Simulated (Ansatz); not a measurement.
# HfB2 (P6/mmm) in Ansatz: further runs

One crystal, HfB2, is run at these levels: PBE; tasks: single point.

All numbers are computed with Ansatz 0.2.0; they aren't measurements. Logs are shortened: lines on timing, memory, paths and dates and some standing lists are left out, and cuts for length are marked.

## 1. The structure

The structure is hexagonal, space group P6/mmm (No. 191). The conventional cell has a = 3.140 Å, b = 3.140 Å, c = 3.480 Å, α = 90.00°, β = 90.00°, γ = 120.00°. Around Hf (site symmetry 6/mmm) lie 12 B at 2.51 Å. Around B (site symmetry -6m2) lie 3 B at 1.81 Å.

## 2. Single point, PBE

Input file input.yaml:

```yaml
crystal:
  lattice:
    - [3.14, 0.0, 0.0]
    - [-1.57, 2.7193197679, 0.0]
    - [0.0, 0.0, 3.48]
  atoms:
    - { symbol: Hf, position: [0.0, 0.0, 0.0] }
    - { symbol: B, position: [0.6666666667, 0.3333333333, 0.5] }
    - { symbol: B, position: [0.3333333333, 0.6666666667, 0.5] }
hamiltonian:
  xc: pbe
  pseudopotentials: { kind: paw }
kpoints:
  mp_grid: { grid: [10, 10, 8] }
scf:
  occupations: { method: gaussian, width: 0.025 }
output:
  forces: true
  stress: true
  eigenvalues: true
```

Potentials or basis: Ansatz PAW.

On the command line:

```console
$ ansatz run input.yaml --threads 2 --pin off --max-ram 5632MiB --backend cpu --events-out ev --progress --plain --runs-dir out
```

What it wrote:

```text
Warning: RAYON_NUM_THREADS=2 ignored (pool sized by the plan → 2); use --threads N
Engine: ansatz 0.2.0, x86_64-unknown-linux-gnu
Pseudopotentials: kind: paw
Pseudopotential: Hf, paw, valence charge 26, recommended cutoff 420 eV (normal), Hf.paw.azcp
Pseudopotential: B, paw, valence charge 3, recommended cutoff 420 eV (normal), B.paw.azcp
Functional definition: PBE
  parameter kappa = 0.804
  parameter beta = 0.06672455060314922
  exchange = pbe_x(kappa = kappa, mu = beta*pi^2/3)
  correlation = pbe_c(beta = beta)
Crystal: 3 atoms, lattice volume = 29.715 Å³
Basis set: ecut = 420 eV, 563 PW (Γ), exchange–correlation on 48×48×48 points (8 copies of the dense FFT grid, shifted against one another)
Bands: 20, of which v1, the nominal top of the filled ones, is band 16 counted from 1 (15 counted from 0)
Symmetry: 24 space group operations
Space group: P6/mmm (ITA 191), of the structure as read, at distance tolerance 3.1e-5 Å
k-points: 70 of 800
Non-local potential: Hf, projectors of the file, l = 0: 3, l = 1: 2, l = 2: 2, l = 3: 3
Non-local potential: B, projectors of the file, l = 0: 2, l = 1: 2, l = 2: 1
PAW form: soft (Blöchl's): semilocal exchange-correlation on the pseudo side does not see the compensation charge
PAW one-centre angular grid: Hf, 590 points (default); XC on 64 Gauss nodes
PAW one-centre angular grid: B, 110 points (default); XC on 64 Gauss nodes
Initial density: superposition of atomic densities (neutral atoms: chi_scale 0, normalization atom), corrected by the library's trained network
Initial wavefunctions: pseudopotential atomic-orbital guess
Functional: x = pbe(κ = 0.804, μ = 0.2195149727645171), c = pbe(β = 0.06672455060314922)
SCF iter   1: F=—  HF=-16036.211255 eV  |F-HF|=—  |Δ(HF+E_count)|=         —  Δρ=1.62e-3  dr2=8.95e-4  ethr=1.77e-3  ⟨swp⟩=4.4  Hψ=5511  notcnv=0
preconditioner: auto → none  [insulator: Δε(μ)=0.297 eV  Ē_g=17.458 eV  σ=0.025 eV  W_gap=0.65  n_scr=8 (ndim 8)  ℏωp=37.3 eV  f_vac=0.000  D(μ)=1.18/eV (n_scr^D=8)  ε∞_Penn≈5.6]
SCF iter   2: F=—  HF=-16036.210955 eV  |F-HF|=—  |Δ(HF+E_count)|=   3.01e-4  Δρ=5.67e-4  dr2=5.10e-5  ethr=2.80e-6  ⟨swp⟩=2.6  Hψ=3181  notcnv=0  defer=2
SCF iter   3: F=—  HF=-16036.210957 eV  |F-HF|=—  |Δ(HF+E_count)|=   2.63e-6  Δρ=2.84e-4  dr2=8.44e-6  ethr=1.59e-7  ⟨swp⟩=2.1  Hψ=2032  notcnv=0  defer=2
SCF iter   4: F=—  HF=-16036.210956 eV  |F-HF|=—  |Δ(HF+E_count)|=   9.39e-7  Δρ=1.34e-4  dr2=2.48e-6  ethr=2.64e-8  ⟨swp⟩=2.0  Hψ=2379  notcnv=0  defer=2
SCF iter   5: F=—  HF=-16036.210955 eV  |F-HF|=—  |Δ(HF+E_count)|=   1.24e-6  Δρ=4.28e-5  dr2=1.47e-7  ethr=7.74e-9  ⟨swp⟩=2.0  Hψ=2508  notcnv=0  defer=2
SCF iter   6: F=-16036.210955 eV  HF=-16036.210955 eV  |F-HF|=3.02e-9  |Δ(HF+E_count)|=   4.82e-8  Δρ=7.45e-6  dr2=4.04e-9  ethr=3.13e-10  ⟨swp⟩=4.4  Hψ=5155  notcnv=0
SCF 1 converged in 6 iterations: F = -16036.210955 eV  dr2 = 4.04e-9
SCF converged after 6 iterations
Free energy (F): -16036.210955 eV
Harris-Foulkes:  -16036.210955 eV  (|F-HF|=3.02e-9)
Internal energy: -16036.210590 eV  (E = F + TS)
E sigma→0 (E₀):  -16036.210772 eV
Entropy (-TS):   -0.000366 eV (-0.122 meV/atom)
Fermi energy:    20.359927 eV
--- Per-component energies (eV) ---
  E_band       = 128.535234
  E_kinetic    = 525.979112
  E_local      = -5276.158220  (includes V_loc(G=0)·N_el)
  E_nonlocal   = -1221.812461
  E_hartree    = 2515.266020
  E_xc         = -367.037447
  E_vxc        = -346.333341  (∫ρ·V_xc dr)
  E_paw        = -7085.445018  (= ΣΔE_a)
  E_vpaw       = 1416.326336  (= ΣTr[D̂ρ^β])
  E_aug_tail   = -0.000008  (compensation charges beyond the density's cutoff)
  E_ewald      = -5127.002568
  E_smearing   = -0.000366  (= −TS)
  E_closure    = 0.000000  (closes the sum)
  Σ components = -16036.210955   (vs F -16036.210955, Δ=0.00e0)
--- Forces (eV/Å), atoms counted from 1 ---
  atom   1  Hf     0.00000000    -0.00000000     0.00000000
  atom   2  B      0.00000000     0.00000000     0.00000000
  atom   3  B     -0.00000000    -0.00000000     0.00000000
  max |Σ_I F_I| component: 1.97e-31 eV/Å
--- Stress (GPa, compression-positive) ---
        1.176812       0.000000       0.000000
        0.000000       1.176812       0.000000
        0.000000       0.000000       1.780697
  P = ⅓ Tr σ = 1.3781 GPa (13.781 kbar)
--- Band table (eV; the first three rows and the last of 70) ---
  k-point 0: bands = ["-41.2790", "-10.1430", "-9.6663", "-9.6663", "6.7626", "8.7487", "8.7640", "8.7804", "8.7804", "8.7819", "8.7819", "8.8738", "17.4965", "17.5986", "17.5986", "17.7690", "24.5129", "24.5129", "25.1396", "25.1396"]
  k-point 1: bands = ["-41.2780", "-10.1844", "-9.6633", "-9.6633", "7.0071", "8.7464", "8.7639", "8.7788", "8.7788", "8.7835", "8.7835", "8.8738", "16.0170", "17.7588", "17.7588", "19.1666", "23.1803", "23.1803", "24.6259", "24.6259"]
  k-point 2: bands = ["-41.2755", "-10.2826", "-9.6561", "-9.6561", "7.6812", "8.7442", "8.7638", "8.7712", "8.7712", "8.7911", "8.7911", "8.8739", "14.3778", "18.2214", "18.2214", "20.6612", "21.8919", "21.8919", "23.4414", "23.4414"]
  k-point 69: bands = ["-41.2182", "-10.2239", "-10.2206", "-10.0804", "8.7518", "8.7633", "8.7731", "8.7785", "8.7806", "8.7951", "8.8465", "10.9391", "11.9370", "15.0501", "17.2095", "17.3089", "24.9888", "26.0466", "26.9756", "27.4812"]
```

Run time: 0.64 s. Hardware: 2 threads of Intel Xeon Platinum 8488C (Sapphire Rapids), shared host; peak memory 0.37 GiB.

Results:

- Free energy: -16036.2110 eV
- Pressure: 1.4 GPa
- Band gap on the k mesh: none (metal or under the smearing width)

## 3. Single point, PBE

input.yaml, as its differences from that of step 2:

```diff
@@ -15,3 +15,3 @@
 scf:
-  occupations: { method: gaussian, width: 0.025 }
+  occupations: { method: gaussian, width: 0.026 }
 output:
```

Potentials or basis: Ansatz PAW.

On the command line:

```console
$ ansatz run input.yaml --threads 2 --pin off --max-ram 5632MiB --backend cpu --events-out ev --progress --plain --runs-dir out
```

Wall time 0.65 s (2 threads of Intel Xeon Platinum 8488C (Sapphire Rapids), shared host); peak memory 0.39 GiB.

Results (log left out):

```yaml
Free_energy: -16036.2110 eV
Pressure: 1.4 GPa
Band_gap_on_the_k_mesh: none (metal or under the smearing width)
```

Stress tensor (GPa, compression positive):
```
1.18 0.00 0.00
0.00 1.18 0.00
0.00 0.00 1.78
```

Levels at points of the mesh, in eV from the Fermi level:
| k point | band 13 | band 14 | band 15 | band 16 | band 17 | band 18 | band 19 | band 20 |
| --- | --- | --- | --- | --- | --- | --- | --- | --- |
| (0.00, 0.00, 0.00) | -2.86 | -2.76 | -2.76 | -2.59 | 4.15 | 4.15 | 4.78 | 4.78 |
| (0.00, 0.00, -0.50) | -8.22 | -1.00 | -1.00 | 0.46 | 0.46 | 1.12 | 1.12 | 2.36 |
| (0.00, -0.50, 0.00) | -8.84 | -3.99 | -3.24 | -2.73 | 2.31 | 2.86 | 5.70 | 5.84 |
| (0.00, -0.50, -0.50) | -7.31 | -4.83 | -4.57 | -2.53 | 4.19 | 4.29 | 6.37 | 7.32 |

The run has no spin-orbit coupling, so splittings on Hf are missing.

## 4. Single point, PBE

input.yaml, as its differences from that of step 3:

```diff
@@ -15,3 +15,3 @@
 scf:
-  occupations: { method: gaussian, width: 0.026 }
+  occupations: { method: gaussian, width: 0.027 }
 output:
```

On the command line:

```console
$ ansatz run input.yaml --threads 2 --pin off --max-ram 5632MiB --backend cpu --events-out ev --progress --plain --runs-dir out
```

Run time: 0.72 s. Hardware: 2 threads of Intel Xeon Platinum 8488C (Sapphire Rapids), shared host; peak memory 0.39 GiB.

The run converged. Its results:

```yaml
Free_energy: -16036.2110 eV
Pressure: 1.4 GPa
Band_gap_on_the_k_mesh: none (metal or under the smearing width)
```

Stress tensor (GPa, compression positive):
```
1.18 0.00 0.00
0.00 1.18 0.00
0.00 0.00 1.78
```

Levels at points of the mesh, in eV from the Fermi level:
```tsv
k point	band 14	band 15	band 16	band 17	band 18	band 19
(0.00, 0.00, 0.00)	-2.76	-2.76	-2.59	4.15	4.15	4.78
(0.00, 0.00, -0.50)	-1.00	-1.00	0.46	0.46	1.12	1.12
(0.00, -0.50, 0.00)	-3.99	-3.24	-2.73	2.30	2.86	5.70
(0.00, -0.50, -0.50)	-4.83	-4.57	-2.53	4.18	4.29	6.37
```

## 5. Single point, PBE

input.yaml, as its differences from that of step 4:

```diff
@@ -15,3 +15,3 @@
 scf:
-  occupations: { method: gaussian, width: 0.027 }
+  occupations: { method: gaussian, width: 0.028 }
 output:
@@ -20 +20,5 @@
   eigenvalues: true
+  write_density: true
+  write_potential: true
+  elf: true
+  volumetric_format: npy
```

Potentials or basis: Ansatz PAW.

On the command line:

```console
$ ansatz run input.yaml --threads 2 --pin off --max-ram 5632MiB --backend cpu --events-out ev --progress --plain --runs-dir out
```

What it wrote:

```text
Warning: RAYON_NUM_THREADS=2 ignored (pool sized by the plan → 2); use --threads N
[... 9 set-up lines as earlier in the session ...]
Crystal: 3 atoms, lattice volume = 29.715 Å³
Basis set: ecut = 420 eV, 563 PW (Γ), exchange–correlation on 48×48×48 points (8 copies of the dense FFT grid, shifted against one another)
Bands: 20, of which v1, the nominal top of the filled ones, is band 16 counted from 1 (15 counted from 0)
[... 2 set-up lines as earlier in the session ...]
k-points: 70 of 800
[... 8 set-up lines as earlier in the session ...]
SCF iter   1: F=—  HF=-16036.211300 eV  |F-HF|=—  |Δ(HF+E_count)|=         —  Δρ=1.63e-3  dr2=8.96e-4  ethr=1.77e-3  ⟨swp⟩=4.3  Hψ=5497  notcnv=0
preconditioner: auto → none  [insulator: Δε(μ)=0.297 eV  Ē_g=17.458 eV  σ=0.028 eV  W_gap=0.66  n_scr=8 (ndim 8)  ℏωp=37.3 eV  f_vac=0.000  D(μ)=1.08/eV (n_scr^D=8)  ε∞_Penn≈5.6]
SCF iter   2: F=—  HF=-16036.210999 eV  |F-HF|=—  |Δ(HF+E_count)|=   3.01e-4  Δρ=5.68e-4  dr2=5.11e-5  ethr=2.80e-6  ⟨swp⟩=2.6  Hψ=3132  notcnv=0
SCF iter   3: F=—  HF=-16036.211002 eV  |F-HF|=—  |Δ(HF+E_count)|=   2.64e-6  Δρ=2.84e-4  dr2=8.45e-6  ethr=1.60e-7  ⟨swp⟩=2.1  Hψ=2032  notcnv=0
SCF iter   4: F=—  HF=-16036.211001 eV  |F-HF|=—  |Δ(HF+E_count)|=   9.45e-7  Δρ=1.34e-4  dr2=2.48e-6  ethr=2.64e-8  ⟨swp⟩=2.0  Hψ=2379  notcnv=0
SCF iter   5: F=—  HF=-16036.210999 eV  |F-HF|=—  |Δ(HF+E_count)|=   1.24e-6  Δρ=4.28e-5  dr2=1.47e-7  ethr=7.75e-9  ⟨swp⟩=2.0  Hψ=2508  notcnv=0
SCF iter   6: F=-16036.210999 eV  HF=-16036.210999 eV  |F-HF|=3.03e-9  |Δ(HF+E_count)|=   4.82e-8  Δρ=7.46e-6  dr2=4.05e-9  ethr=3.13e-10  ⟨swp⟩=7.5  Hψ=8301  notcnv=0
SCF 1 converged in 6 iterations: F = -16036.210999 eV  dr2 = 4.05e-9
SCF converged after 6 iterations
Free energy (F): -16036.210999 eV
Harris-Foulkes:  -16036.210999 eV  (|F-HF|=3.03e-9)
Internal energy: -16036.210582 eV  (E = F + TS)
E sigma→0 (E₀):  -16036.210791 eV
Entropy (-TS):   -0.000417 eV (-0.139 meV/atom)
Fermi energy:    20.361258 eV
--- Per-component energies (eV) ---
  E_band       = 128.535316
  E_kinetic    = 525.979090
  E_local      = -5276.158309  (includes V_loc(G=0)·N_el)
  E_nonlocal   = -1221.812415
  E_hartree    = 2515.266163
  E_xc         = -367.037472
  E_vxc        = -346.333366  (∫ρ·V_xc dr)
  E_paw        = -7085.445063  (= ΣΔE_a)
  E_vpaw       = 1416.326223  (= ΣTr[D̂ρ^β])
  E_aug_tail   = -0.000008  (compensation charges beyond the density's cutoff)
  E_ewald      = -5127.002568
  E_smearing   = -0.000417  (= −TS)
  E_closure    = -0.000000  (closes the sum)
  Σ components = -16036.210999   (vs F -16036.210999, Δ=0.00e0)
--- Forces (eV/Å), atoms counted from 1 ---
  atom   1  Hf     0.00000000     0.00000000     0.00000000
  atom   2  B     -0.00000000     0.00000000     0.00000000
  atom   3  B     -0.00000000    -0.00000000     0.00000000
  max |Σ_I F_I| component: 5.55e-17 eV/Å
--- Stress (GPa, compression-positive) ---
        1.178244       0.000000       0.000000
        0.000000       1.178244       0.000000
        0.000000       0.000000       1.778439
  P = ⅓ Tr σ = 1.3783 GPa (13.783 kbar)
--- Band table (eV; the first three rows and the last of 70) ---
  k-point 0: bands = ["-41.2790", "-10.1430", "-9.6663", "-9.6663", "6.7626", "8.7487", "8.7640", "8.7804", "8.7804", "8.7820", "8.7820", "8.8738", "17.4965", "17.5986", "17.5986", "17.7690", "24.5129", "24.5129", "25.1396", "25.1396"]
  k-point 1: bands = ["-41.2780", "-10.1844", "-9.6633", "-9.6633", "7.0071", "8.7464", "8.7639", "8.7788", "8.7788", "8.7835", "8.7835", "8.8738", "16.0170", "17.7588", "17.7588", "19.1666", "23.1803", "23.1803", "24.6259", "24.6259"]
  k-point 2: bands = ["-41.2755", "-10.2826", "-9.6561", "-9.6561", "7.6812", "8.7442", "8.7638", "8.7712", "8.7712", "8.7911", "8.7911", "8.8739", "14.3778", "18.2214", "18.2214", "20.6612", "21.8919", "21.8919", "23.4414", "23.4414"]
  k-point 69: bands = ["-41.2182", "-10.2239", "-10.2206", "-10.0803", "8.7518", "8.7633", "8.7731", "8.7785", "8.7806", "8.7951", "8.8465", "10.9391", "11.9370", "15.0501", "17.2095", "17.3089", "24.9888", "26.0466", "26.9756", "27.4812"]
```

It took 0.98 s on 2 threads of Intel Xeon Platinum 8488C (Sapphire Rapids), shared host; peak memory 0.4 GiB.

What came out:

- Free energy: -16036.2110 eV
- Pressure: 1.4 GPa
- Band gap on the k mesh: none (metal or under the smearing width)

## 6. The runs side by side

```csv
smearing,gap on the mesh (eV),pressure (GPa)
gaussian 0.025 eV,none,1.4
gaussian 0.026 eV,none,1.4
gaussian 0.027 eV,none,1.4
gaussian 0.028 eV,none,1.4
```

Alike in all rows: task single point; level PBE; potentials or basis Ansatz PAW; no spin polarisation; cell as given; k mesh 10 × 10 × 8; cutoff (eV) 420.

Every run on the cell as given and a fine mesh finds a metal.

Total energies depend on the potentials used, so only differences within one code and one set of settings carry meaning.
